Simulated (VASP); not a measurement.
Set up this calculation in VASP 6.6.1, as the native input.

- Task: dielectric tensor
- Functional: LDA
- Potentials or basis: VASP PAW LDA potentials, release 64 (Ga_d, P)
- Cutoff: 600 eV
- k mesh: 14 × 14 × 14
- Occupations: gaussian, width 0.03 eV
- Spin: no spin polarisation
- Monkhorst-Pack mesh: yes
- Further INCAR settings: ALGO = Normal; EDIFF = 1e-08

The structure of GaP lies in POSCAR:

```
GaP                                     
1.0
    0.0000000000      2.6966856200      2.6966856200
    2.6966856200      0.0000000000      2.6966856200
    2.6966856200      2.6966856200      0.0000000000
  Ga              P             
     1     1
Direct
     0.0000000000000000    0.0000000000000000    0.0000000000000000
     0.2500000000000000    0.2500000000000000    0.2500000000000000
```

One way to write it, as run:

INCAR

```
  PREC = Accurate
  ENCUT = 600
  EDIFF = 1E-8
  ISMEAR = 0
  SIGMA = 0.03
  LREAL = F
  LASPH = T
  NELM = 80
  ALGO = Normal
  ISIF = 2
  LWAVE = F
  LCHARG = F
  GGA = CA
  LEPSILON = T
```

KPOINTS

```
Automatic mesh
0
Monkhorst-Pack
  14 14 14
```

Potentials or basis: VASP PAW LDA potentials, release 64 (Ga_d, P).

Launch:

```sh
$ cat potpaw_LDA.64/Ga_d/POTCAR potpaw_LDA.64/P/POTCAR > POTCAR
$ mpirun -np 1 vasp_std > vasp.out
```

Results of the run:

```
Electronic dielectric tensor (diagonal) : 10.58
Born charges (mean of the diagonal)     : Ga +2.06; P -2.06 e
```

Run time: 37 min on 1 thread of Intel(R) Xeon(R) 6975P-C (Granite Rapids) (shared host), peak memory 1.9 GiB.
